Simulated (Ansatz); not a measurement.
# TaN: the cost of one run

Program: Ansatz 0.2.0. Level of theory: DFT PBE+D3(BJ), scalar-relativistic, plane waves, PAW. These are calculated values, not measurements.

1 further run of the same task is left out (set aside as unsound or not needed).

## (1) The starting structure

Symmetry: P-6m2, No. 187, hexagonal system. The conventional cell has a = 2.929 Å, b = 2.929 Å, c = 2.881 Å, α = 90.00°, β = 90.00°, γ = 120.00°. Ta (site symmetry -6m2) is surrounded by 6 N at 2.22 Å. N (site symmetry -6m2) is surrounded by 6 Ta at 2.22 Å.

Coordinates:

```cif
data_structure
_symmetry_space_group_name_H-M 'P-6m2'
_symmetry_Int_Tables_number 187
_cell_length_a 2.9285
_cell_length_b 2.9285
_cell_length_c 2.8808
_cell_angle_alpha 90.000
_cell_angle_beta 90.000
_cell_angle_gamma 120.000
_cell_volume 21.40
loop_
_atom_site_label
_atom_site_type_symbol
_atom_site_symmetry_multiplicity
_atom_site_Wyckoff_symbol
_atom_site_fract_x
_atom_site_fract_y
_atom_site_fract_z
_atom_site_occupancy
Ta1 Ta 1 d 0.33333 0.66667 0.50000 1
N1 N 1 a 0.00000 0.00000 0.00000 1
```

This cell was relaxed beforehand with the same method: volume 10.70 Å³/atom, gap on the mesh none (metal).

## (2) The slab

Miller indices refer to the conventional cell of the relaxed bulk, P-6m2 (No. 187): a = 2.929 Å, b = 2.929 Å, c = 2.881 Å, α = 90.00°, β = 90.00°, γ = 120.00°.

A (100) slab, 5.9 Å thick as cut, with 16 Å of vacuum, in a 2×2 surface cell; its outer planes are Ta (top) and N (bottom).

The slab as cut. Its planes from the bottom up:

```
plane  atoms per cell  height over the lowest (Å)
    1              N4                        0.00
    2             Ta4                        0.85
    3              N4                        2.54
    4             Ta4                        3.38
    5              N4                        5.07
    6             Ta4                        5.92
```

## (3) The clean surface, relaxed

Input file input.yaml:

```yaml
crystal:
  lattice:
    - [5.7615861975, 0.0, 0.0]
    - [0.0, 5.8570264691, 0.0]
    - [0.0, 0.0, 21.917722665]
  atoms:
    - { symbol: "N", position: [0.0, 0.75, 0.3650014248] }
    - { symbol: "N", position: [0.0, 0.25, 0.3650014248] }
    - { symbol: "N", position: [0.5, 0.75, 0.3650014248] }
    - { symbol: "N", position: [0.5, 0.25, 0.3650014248] }
    - { symbol: Ta, position: [0.25, 0.0, 0.4035724463] }
    - { symbol: Ta, position: [0.25, 0.5, 0.4035724463] }
    - { symbol: Ta, position: [0.75, 0.0, 0.4035724463] }
    - { symbol: Ta, position: [0.75, 0.5, 0.4035724463] }
    - { symbol: "N", position: [0.0, 0.5, 0.4807144893] }
    - { symbol: "N", position: [0.0, 0.0, 0.4807144893] }
    - { symbol: "N", position: [0.5, 0.5, 0.4807144893] }
    - { symbol: "N", position: [0.5, 0.0, 0.4807144893] }
    - { symbol: Ta, position: [0.25, 0.75, 0.5192855107] }
    - { symbol: Ta, position: [0.25, 0.25, 0.5192855107] }
    - { symbol: Ta, position: [0.75, 0.75, 0.5192855107] }
    - { symbol: Ta, position: [0.75, 0.25, 0.5192855107] }
    - { symbol: "N", position: [0.0, 0.25, 0.5964275537] }
    - { symbol: "N", position: [0.0, 0.75, 0.5964275537] }
    - { symbol: "N", position: [0.5, 0.25, 0.5964275537] }
    - { symbol: "N", position: [0.5, 0.75, 0.5964275537] }
    - { symbol: Ta, position: [0.25, 0.5, 0.6349985752] }
    - { symbol: Ta, position: [0.25, 0.0, 0.6349985752] }
    - { symbol: Ta, position: [0.75, 0.5, 0.6349985752] }
    - { symbol: Ta, position: [0.75, 0.0, 0.6349985752] }
basis:
  ecutwfc: 420
kpoints:
  mp_grid: { grid: [3, 3, 1] }
hamiltonian:
  xc: pbe
  dispersion: d3bj
scf:
  occupations: { method: gaussian, width: 0.1 }
output:
  forces: true
  eigenvalues: true
  write_density: true
  write_potential: true
  elf: true
  volumetric_format: npy
relax:
  adjacent_minimum: "off"
  f_tol: 0.03
  max_steps: 70
  constraints: [{ sites: [0, 1, 2, 3, 4, 5, 6, 7, 8, 9, 10, 11] }]
efield:
  axis: 3
  dipole_correction: true
  ramp_width: 0.04
```

Started as:

```console
ansatz run input.yaml --threads 4 --pin off --max-ram 10240MiB --backend cpu --events-out ev --progress --plain --runs-dir out
```

Q: Estimate wall time and peak memory on 4 threads of Intel Xeon 6975P-C (Granite Rapids), shared host.

About 32 s, with a peak of 1.9 GiB.
